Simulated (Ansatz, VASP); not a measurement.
One calculation of Pt, two programs

Contents of INCAR:

```
SYSTEM = Pt
PREC = Accurate
ENCUT = 520
EDIFF = 1E-6
ISMEAR = 0
SIGMA = 0.15
LREAL = .False.
LASPH = .True.
NELM = 80
ALGO = Normal
ISIF = 2
LWAVE = .False.
LCHARG = .True.
GGA = PS
LELF = .True.
LVHAR = .True.
NBANDS = 11
```

The input KPOINTS:

```
Automatic mesh
0
Gamma
  20 20 20
  0 0 0
```

Contents of POSCAR:

```
Pt
1.0
    0.0000000000      2.0557950000      1.8600050000
    2.0557950000      0.0000000000      1.8600050000
    2.0557950000      2.0557950000      0.0000000000
Pt
1
Direct
    0.0000000000      0.0000000000      0.0000000000
```

Input for Ansatz:

```yaml
crystal:
  lattice:
    - [0.0, 2.055795, 1.860005]
    - [2.055795, 0.0, 1.860005]
    - [2.055795, 2.055795, 0.0]
  atoms:
    - { symbol: Pt, position: [0.0, 0.0, 0.0] }
basis:
  ecutwfc: 420
kpoints:
  mp_grid: { grid: [20, 20, 20] }
hamiltonian:
  xc: pbesol
scf:
  occupations: { method: gaussian, width: 0.15 }
output:
  forces: true
  stress: true
  eigenvalues: true
  write_density: true
  write_potential: true
  elf: true
  volumetric_format: npy
```

Change from the starting cell: strain +0.050 along x and y, -0.050 along z, atoms carried along.

Alike in both runs: task single point; functional PBEsol; k mesh 20 × 20 × 20; occupations gaussian, width 0.15 eV; no spin polarisation.

|  | VASP | Ansatz |
| --- | --- | --- |
| version | VASP 6.6.1 | Ansatz 0.2.0 |
| potentials or method | VASP PAW PBE potentials, release 64 (Pt) | scalar-relativistic, plane waves, PAW |
| plane-wave cutoff (eV) | 520 | 420 |
| valence electrons in the cell | 10 | 18 |

|  | VASP | Ansatz | Ansatz less VASP |
| --- | --- | --- | --- |
| gap on the k mesh at the Fermi level (eV) | none | none | - |
| pressure (GPa) | -11.0 | -10.6 | +0.41 |
| largest component of the traceless stress (GPa) | 3.44 | 3.44 | -0.003 |

A gap of «none» marks a metal or a gap that the smearing closes. The functional is the same, so the differences come from potentials, cutoffs and numerics. The two sets of potentials don't hold the same shells in valence.

Caveats: the PAW data sets were made with another functional, which shifts forces and pressure a little (VASP). Spin-orbit coupling is left out, which matters for the levels of Pt.
